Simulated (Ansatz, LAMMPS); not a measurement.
# Which site? a vacancy of O in Al2O3 with crystalline order left by the classical run (115 atoms), part 2 of 3

Aim: make a vacancy of O at several sites of Al2O3 with crystalline order left by the classical run (115 atoms), relax each, and compare their energies.

Ansatz 0.2.0; Kohn-Sham DFT, PBE, PAW (set soft_2), plane waves.

The cell: 46 Al and 69 O. The quench rate of 25 K/ps is many orders above laboratory rates. The starting topology of bonds comes from the classical model. The Brillouin zone is sampled at Γ only, in a cell whose shortest periodic width is 11 Å.

So far. Step 2 (Single point at the start): The r.m.s. force at the start is 0.96 eV/Å. Step 3 (Relaxation): The relaxation converged after 8 steps, 7.10 eV below its start, with a largest force component of 0.011 eV/Å.

## (5) Vacancy of O, site O48

The site has 2 bonded neighbours (Al2) at 1.67 Å on average, by cutoffs that count no bonds between two metal atoms or like ions. The change is made in the relaxed cell and the atoms are relaxed again, with spin allowed.

Contents of input.yaml:

```yaml
crystal:
  lattice:
    - [10.62827, 0.0, 0.0]
    - [0.0, 10.62827, 0.0]
    - [0.0, 0.0, 10.62827]
  atoms:
    [... atom lines 1 to 44 left out ...]
    - { symbol: Al, position: [0.0029, 0.14949, 0.64056] }
    - { symbol: Al, position: [0.58292, 0.90699, 0.98811], spin: 0.6 }
    - { symbol: O, position: [0.83293, 0.80841, 0.69995] }
    - { symbol: O, position: [0.01949, 0.27024, 0.19196] }
    - { symbol: O, position: [0.01944, 0.19589, 0.81237] }
    - { symbol: O, position: [0.04404, 0.07653, 0.05484] }
    - { symbol: O, position: [0.2654, 0.06237, 0.78335] }
    [... atom lines 52 to 114 left out ...]
magnetization:
  spin_polarized: true
kpoints:
  mp_grid: { grid: [1, 1, 1] }
hamiltonian:
  xc: pbe
scf:
  occupations: { method: fermi_dirac, width: 0.025 }
  lower_state_search: "off"
output:
  forces: true
  eigenvalues: true
relax:
  f_tol: 0.05
  max_steps: 90
```

Run with:

```bash
$ ansatz run input.yaml --threads 4 --pin off --max-ram 8192MiB --backend cpu --events-out ev --progress --plain --runs-dir out
```

Numbers of over 12 decimals in the logs are rounded to 6 here.

Log:

```text
[...]
Crystal: 114 atoms, lattice volume = 1200.571 Å³
Basis set: ecut = 420 eV, 23583 PW (Γ), exchange–correlation on 144×144×144 points (8 copies of the dense FFT grid, shifted against one another)
Bands: 388, of which v1, the nominal top of the filled ones, is band 273 counted from 1 (272 counted from 0)
Symmetry: 1 space group operations
[...]
k-points: 1
[...]
Starting moments: Σ|m| = 1.2 μB on 2 of 114 sites
[...]
SCF iter   1: F=—  HF=-63523.655388 eV  |F-HF|=—  |Δ(HF+E_count)|=         —  Δρ=6.49e-2 (↑6.47e-2 ↓6.49e-2)  dr2=2.06e2  dr2_m=4.57e-2  M=0.000 μB ∫|m|=0.186 μB  β_m=0.30  ethr=3.10e-3  ⟨swp⟩=6.0  Hψ=3331  notcnv=0  defer=88
[...]
spin=Collinear: Resta preconditioning applied to the charge; magnetization (m = ρ↑ − ρ↓) channel mixes plain (no charge-response kernel on spin).
SCF iter   2: F=—  HF=-63475.883677 eV  |F-HF|=—  |Δ(HF+E_count)|=    4.78e1  Δρ=2.92e-2 (↑2.90e-2 ↓2.92e-2)  dr2=4.65e1  dr2_m=2.28e-2  M=0.000 μB ∫|m|=0.157 μB  β_m=0.30  ethr=3.10e-3  ⟨swp⟩=3.0  Hψ=1456  notcnv=0  defer=216
[...]
SCF iter   6: F=—  HF=-63464.056916 eV  |F-HF|=—  |Δ(HF+E_count)|=   5.45e-2  Δρ=8.17e-4 (↑8.16e-4 ↓8.17e-4)  dr2=1.98e-2  dr2_m=1.55e-3  M=0.000 μB ∫|m|=0.058 μB  β_m=0.30  ethr=1.35e-5  ⟨swp⟩=3.0  Hψ=992  notcnv=0  defer=216
[...]
spin-set hold released at iteration 6 (site moments contracting): the magnetisation degrees of freedom join the quasi-Newton model from the next iteration; the mixer history was flushed
SCF iter   7: F=—  HF=-63464.069310 eV  |F-HF|=—  |Δ(HF+E_count)|=   1.24e-2  Δρ=6.05e-4 (↑6.03e-4 ↓6.05e-4)  dr2=1.25e-2  dr2_m=8.46e-4  M=0.000 μB ∫|m|=0.046 μB  β_m=0.65  ethr=3.63e-6  ⟨swp⟩=2.0  Hψ=677  notcnv=0  defer=216
[...]
SCF iter  11: F=-63464.092014 eV  HF=-63464.092010 eV  |F-HF|=3.85e-6  |Δ(HF+E_count)|=   1.29e-5  Δρ=8.03e-6 (↑8.03e-6 ↓7.80e-6)  dr2=2.52e-6  dr2_m=1.81e-7  M=0.000 μB ∫|m|=0.001 μB  ethr=5.55e-9  ⟨swp⟩=17.5  Hψ=4647  notcnv=0
WARN: the starting moments were not kept: the SCF closed with an absolute magnetisation of 6.3e-4 μB, where they sum to 1.2 μB in size (2 sites). That is at most 0.1 of that sum. Measured as dr2_m measures the in/out step, that magnetisation stands 2.2e-8 eV from none, [...]
SCF 1 converged in 11 iterations: F = -63464.092014 eV  dr2 = 2.52e-6
[...]
relax step   1: F+E_penalty+E_count = -63464.09201386 eV  Δ(F+E_penalty+E_count) = +0.000e0 eV  max|allowed force component| = 2.028e0 eV/Å  Δτ_max = 0.0000 Å  (11 SCF iters, dr2 threshold 6.25e-5 eV, accepted)
[... from here on, the SCF cycles and remarks between the steps are left out ...]
relax step   2: F+E_penalty+E_count = -63464.92618134 eV  Δ(F+E_penalty+E_count) = -8.342e-1 eV  max|allowed force component| = 1.174e0 eV/Å  Δτ_max = 0.1972 Å  (6 SCF iters, dr2 threshold 1.00e-4 eV, accepted)
relax step   3: F+E_penalty+E_count = -63465.11172936 eV  Δ(F+E_penalty+E_count) = -1.855e-1 eV  max|allowed force component| = 9.006e-1 eV/Å  Δτ_max = 0.1998 Å  (6 SCF iters, dr2 threshold 8.61e-5 eV, accepted)
relax step   4: F+E_penalty+E_count = -63464.93871196 eV  Δ(F+E_penalty+E_count) = +1.730e-1 eV  max|allowed force component| = 1.167e0 eV/Å  Δτ_max = 0.2000 Å  (6 SCF iters, dr2 threshold 1.00e-4 eV, rejected (line search))
relax step   5: F+E_penalty+E_count = -63465.22521576 eV  Δ(F+E_penalty+E_count) = -1.135e-1 eV  max|allowed force component| = 1.087e-1 eV/Å  Δτ_max = 0.0975 Å  (9 SCF iters, accepted)
relax step   6: F+E_penalty+E_count = -63465.23070440 eV  Δ(F+E_penalty+E_count) = -5.489e-3 eV  max|allowed force component| = 1.396e-1 eV/Å  Δτ_max = 0.0151 Å  (7 SCF iters, accepted)
relax step   7: F+E_penalty+E_count = -63465.18546175 eV  Δ(F+E_penalty+E_count) = +4.524e-2 eV  max|allowed force component| = 4.088e-1 eV/Å  Δτ_max = 0.0793 Å  (9 SCF iters, rejected (line search))
relax step   8: F+E_penalty+E_count = -63465.24001372 eV  Δ(F+E_penalty+E_count) = -9.309e-3 eV  max|allowed force component| = 6.525e-2 eV/Å  Δτ_max = 0.0266 Å  (9 SCF iters, accepted)
relax step   9: F+E_penalty+E_count = -63465.24037447 eV  Δ(F+E_penalty+E_count) = -3.608e-4 eV  max|allowed force component| = 7.094e-2 eV/Å  Δτ_max = 0.0750 Å  (8 SCF iters, accepted)
relax step  10: F+E_penalty+E_count = -63465.24465267 eV  Δ(F+E_penalty+E_count) = -4.278e-3 eV  max|allowed force component| = 4.011e-2 eV/Å  Δτ_max = 0.0378 Å  (8 SCF iters, accepted)
SCF converged after 8 iterations
Magnetization: 0.0000 μB (273.0000 up, 273.0000 down)
Absolute magnetization: 0.0000 μB (∫|ρ↑−ρ↓|, with the PAW one-centre terms)
[...]
Per-site moments (μB) at R_I (Å): [(-3.4437252561594707e-10, 0.741323), (4.07331003402531e-12, 0.743899), (-6.746725820018057e-11, 0.712643), (2.9587941982831967e-8, 0.725134), (3.7094299300479137e-10, [...]
Free energy (F): -63465.244653 eV
[...]
Internal energy: -63465.244653 eV  (E = F + TS)
E sigma→0 (E₀):  -63465.244653 eV
Fermi energy:    8.119955 eV
[...]
Σ components = -63465.244653   (vs F -63465.244653, Δ=0.00e0)
--- Forces (eV/Å), atoms counted from 1 ---
  atom   1  Al     0.00194426     0.00169124    -0.00321446
  atom   2  Al    -0.01244995     0.00519409     0.00574551
  atom   3  Al    -0.00244232    -0.00588719    -0.00140995
  atom   4  Al     0.02323185    -0.01221563     0.00377911
[...]
atom 114  O     -0.00259743     0.00140462     0.01100695
  max |Σ_I F_I| component: 5.11e-4 eV/Å
--- Band table (eV) ---
[...]
--- Relaxed structure (10 steps of the walk, 8 accepted, 0 SCFs on fresh bases) ---
  F+E_penalty+E_count = -63465.24465267 eV   max|allowed force component| = 4.011e-2 eV/Å
  atoms:
    - { symbol: Al, position: [0.654942, 0.321048, 0.377265] }
    - { symbol: Al, position: [0.196138, 0.218983, 0.793299] }
    - { symbol: Al, position: [0.660275, 0.910432, 0.466770] }
    - { symbol: Al, position: [0.436547, 0.780028, 0.184945] }
[...]
- { symbol: O, position: [0.993168, 0.749178, 0.512705] }
```

Elapsed: 3.7 min, on 4 threads of Intel Xeon Platinum 8223CL at 3.00GHz (Skylake/Cascade Lake), shared host; peak memory 2.6 GiB; 14 min of CPU time.

The program notes that starting moments were not kept.

The relaxation converged after 10 steps, 1.15 eV below its start, with a largest force component of 0.040 eV/Å.

The surroundings of the place of the removed atom, after relaxation: 12 atoms, nearest first, with positions taken from that point. Atoms keep their numbers of the cell before the removal, where the removed atom was number 48.

| atom | x | y | z | distance (Å) | bonds |
| --- | --- | --- | --- | --- | --- |
| Al46 | 0.69 | 1.02 | -0.51 | 1.33 | 3 |
| Al4 | -0.61 | -0.24 | 1.31 | 1.46 | 3 |
| O102 | -1.73 | -1.51 | 0.86 | 2.46 | 3 |
| O85 | 2.01 | 0.10 | -1.42 | 2.46 | 3 |
| O89 | 2.30 | -1.40 | 0.68 | 2.78 | 3 |
| O59 | 0.35 | -1.08 | 2.60 | 2.83 | 3 |
| O54 | 0.28 | 2.20 | -1.87 | 2.90 | 3 |
| O69 | 1.74 | 2.38 | 0.21 | 2.96 | 3 |
| Al22 | 2.16 | -1.70 | -1.17 | 2.99 | 5 |
| O63 | -1.50 | 0.83 | 2.46 | 3.00 | 3 |
| O78 | -1.44 | 2.70 | 0.43 | 3.10 | 2 |
| Al32 | 2.04 | -0.74 | 2.30 | 3.17 | 4 |

The column of bonds counts only the pairs O-Al within 2.43 Å; other neighbours, such as metal atoms beside each other in a compound, aren't counted, and periodic images can show an atom twice.

The largest move is 0.39 Å, by Al46.

## (6) Vacancy of O, site O96

The site has 4 bonded neighbours (Al4) at 2.02 Å on average. 

input.yaml, the sections that differ from step 5:

```yaml
crystal:
  lattice:
    - [10.62827, 0.0, 0.0]
    - [0.0, 10.62827, 0.0]
    - [0.0, 0.0, 10.62827]
  atoms:
    [... atom lines 1 to 92 left out ...]
    - { symbol: O, position: [0.68079, 0.8957, 0.29515] }
    - { symbol: O, position: [0.67999, 0.30794, 0.20147] }
    - { symbol: O, position: [0.83015, 0.55587, 0.56755] }
    - { symbol: O, position: [0.32058, 0.45933, 0.98448] }
    - { symbol: O, position: [0.87958, 0.45773, 0.21088] }
    - { symbol: O, position: [0.17109, 0.86163, 0.1096] }
    - { symbol: O, position: [0.32014, 0.31608, 0.19331] }
    [... atom lines 100 to 114 left out ...]
# magnetization, kpoints, hamiltonian, scf, output, relax: as in step 5
```

Log:

```text
[...]
Crystal: 114 atoms, lattice volume = 1200.571 Å³
Basis set: ecut = 420 eV, 23583 PW (Γ), exchange–correlation on 144×144×144 points (8 copies of the dense FFT grid, shifted against one another)
Bands: 389, of which v1, the nominal top of the filled ones, is band 273 counted from 1 (272 counted from 0)
Symmetry: 1 space group operations
[...]
k-points: 1
[...]
Starting moments: Σ|m| = 2.4 μB on 4 of 114 sites
[...]
SCF iter   1: F=—  HF=-63523.151492 eV  |F-HF|=—  |Δ(HF+E_count)|=         —  Δρ=6.52e-2 (↑6.48e-2 ↓6.52e-2)  dr2=2.07e2  dr2_m=1.02e-1  M=0.000 μB ∫|m|=0.367 μB  β_m=0.30  ethr=3.10e-3  ⟨swp⟩=6.0  Hψ=3343  notcnv=0  defer=94
[...]
SCF iter   8: F=—  HF=-63463.305105 eV  |F-HF|=—  |Δ(HF+E_count)|=   2.49e-2  Δρ=1.76e-4 (↑1.76e-4 ↓1.69e-4)  dr2=1.44e-3  dr2_m=6.11e-5  M=0.000 μB ∫|m|=0.015 μB  β_m=0.65  ethr=2.32e-6  ⟨swp⟩=3.5  Hψ=991  notcnv=0  defer=220
[...]
SCF iter  11: F=-63463.306680 eV  HF=-63463.306676 eV  |F-HF|=4.59e-6  |Δ(HF+E_count)|=   1.36e-5  Δρ=9.33e-6 (↑8.63e-6 ↓9.33e-6)  dr2=2.62e-6  dr2_m=4.03e-7  M=0.000 μB ∫|m|=0.001 μB  β_m=0.84  ethr=6.19e-9  ⟨swp⟩=18.0  Hψ=4685  notcnv=0
SCF iter  12: F=-63463.306681 eV  HF=-63463.306681 eV  |F-HF|=4.79e-7  |Δ(HF+E_count)|=   5.14e-6  Δρ=3.93e-6 (↑3.93e-6 ↓3.80e-6)  dr2=4.99e-7  dr2_m=5.78e-8  M=0.000 μB ∫|m|=0.000 μB  ethr=4.79e-10  ⟨swp⟩=3.0  Hψ=2612  notcnv=0
[...]
SCF 1 converged in 12 iterations: F = -63463.306681 eV  dr2 = 4.99e-7
[...]
relax step   1: F+E_penalty+E_count = -63463.30668122 eV  Δ(F+E_penalty+E_count) = +0.000e0 eV  max|allowed force component| = 8.287e-1 eV/Å  Δτ_max = 0.0000 Å  (12 SCF iters, dr2 threshold 6.25e-5 eV, accepted)
[... from here on, the SCF cycles and remarks between the steps are left out ...]
relax step   2: F+E_penalty+E_count = -63463.39367015 eV  Δ(F+E_penalty+E_count) = -8.699e-2 eV  max|allowed force component| = 4.813e-1 eV/Å  Δτ_max = 0.0585 Å  (5 SCF iters, dr2 threshold 4.29e-5 eV, accepted)
relax step   3: F+E_penalty+E_count = -63463.45841867 eV  Δ(F+E_penalty+E_count) = -6.475e-2 eV  max|allowed force component| = 1.289e-1 eV/Å  Δτ_max = 0.0948 Å  (8 SCF iters, dr2 threshold 1.45e-5 eV, accepted)
relax step   4: F+E_penalty+E_count = -63463.17896926 eV  Δ(F+E_penalty+E_count) = +2.794e-1 eV  max|allowed force component| = 9.873e-1 eV/Å  Δτ_max = 0.2000 Å  (13 SCF iters, rejected (line search))
relax step   5: F+E_penalty+E_count = -63463.48293078 eV  Δ(F+E_penalty+E_count) = -2.451e-2 eV  max|allowed force component| = 1.118e-1 eV/Å  Δτ_max = 0.0628 Å  (13 SCF iters, accepted)
relax step   6: F+E_penalty+E_count = -63463.48759056 eV  Δ(F+E_penalty+E_count) = -4.660e-3 eV  max|allowed force component| = 1.190e-1 eV/Å  Δτ_max = 0.0294 Å  (11 SCF iters, accepted)
relax step   7: F+E_penalty+E_count = -63463.10576238 eV  Δ(F+E_penalty+E_count) = +3.818e-1 eV  max|allowed force component| = 1.113e0 eV/Å  Δτ_max = 0.1500 Å  (8 SCF iters, dr2 threshold 1.07e-5 eV, rejected (line search))
relax step   8: F+E_penalty+E_count = -63463.49547891 eV  Δ(F+E_penalty+E_count) = -7.888e-3 eV  max|allowed force component| = 1.357e-1 eV/Å  Δτ_max = 0.0242 Å  (10 SCF iters, accepted)
relax step   9: F+E_penalty+E_count = -63463.49731141 eV  Δ(F+E_penalty+E_count) = -1.832e-3 eV  max|allowed force component| = 1.752e-1 eV/Å  Δτ_max = 0.0153 Å  (5 SCF iters, dr2 threshold 1.84e-5 eV, accepted)
relax step  10: F+E_penalty+E_count = -63463.43810614 eV  Δ(F+E_penalty+E_count) = +5.921e-2 eV  max|allowed force component| = 5.228e-1 eV/Å  Δτ_max = 0.1125 Å  (6 SCF iters, dr2 threshold 3.07e-5 eV, rejected (line search))
relax step  11: F+E_penalty+E_count = -63463.50046102 eV  Δ(F+E_penalty+E_count) = -3.150e-3 eV  max|allowed force component| = 3.925e-2 eV/Å  Δτ_max = 0.0176 Å  (9 SCF iters, accepted)
SCF converged after 9 iterations
Magnetization: 0.0000 μB (273.0000 up, 273.0000 down)
Absolute magnetization: 0.0000 μB (∫|ρ↑−ρ↓|, with the PAW one-centre terms)
[...]
Per-site moments (μB) at R_I (Å): [(-4.811176240630447e-9, 0.744488), (1.726565805207993e-9, 0.748364), (3.115544333578543e-10, 0.713135), (1.1158837182177743e-10, 0.692907), (2.8676989348514147e-10, 0.685387), [...]
Free energy (F): -63463.500461 eV
[...]
Internal energy: -63463.500461 eV  (E = F + TS)
E sigma→0 (E₀):  -63463.500461 eV
Fermi energy:    8.347875 eV
[...]
Σ components = -63463.500461   (vs F -63463.500461, Δ=0.00e0)
--- Forces (eV/Å), atoms counted from 1 ---
  atom   1  Al    -0.00150999    -0.00050378    -0.00495376
  atom   2  Al    -0.00957907     0.00341142    -0.00123606
  atom   3  Al     0.00497717    -0.00470704     0.00093621
  atom   4  Al     0.00817778    -0.00468536    -0.01952213
[...]
atom 114  O     -0.00323897    -0.00102753    -0.00519044
  max |Σ_I F_I| component: 1.99e-4 eV/Å
--- Band table (eV) ---
[...]
--- Relaxed structure (11 steps of the walk, 8 accepted, 0 SCFs on fresh bases) ---
  F+E_penalty+E_count = -63463.50046102 eV   max|allowed force component| = 3.925e-2 eV/Å
  atoms:
    - { symbol: Al, position: [0.653056, 0.320802, 0.375091] }
    - { symbol: Al, position: [0.197273, 0.216512, 0.794124] }
    - { symbol: Al, position: [0.660545, 0.911917, 0.461677] }
    - { symbol: Al, position: [0.426579, 0.768215, 0.199268] }
[...]
- { symbol: O, position: [0.993392, 0.747866, 0.510694] }
```

Wall time 4.7 min (4 threads); peak memory 2.7 GiB; 18 min of CPU time.

The relaxation converged after 11 steps, 0.194 eV below its start, with a largest force component of 0.039 eV/Å.

[end of part 2 of 3]

[Logs are printed without paths, hosts, clocks, repeated set-up lines and the standing remarks that a program may print on its own settings, such as how far it seeks lower states.]

[Hosts, paths, dates, database ids (printed as entryN), source tags and the programs' standing remarks are cut or masked in the printed files.]
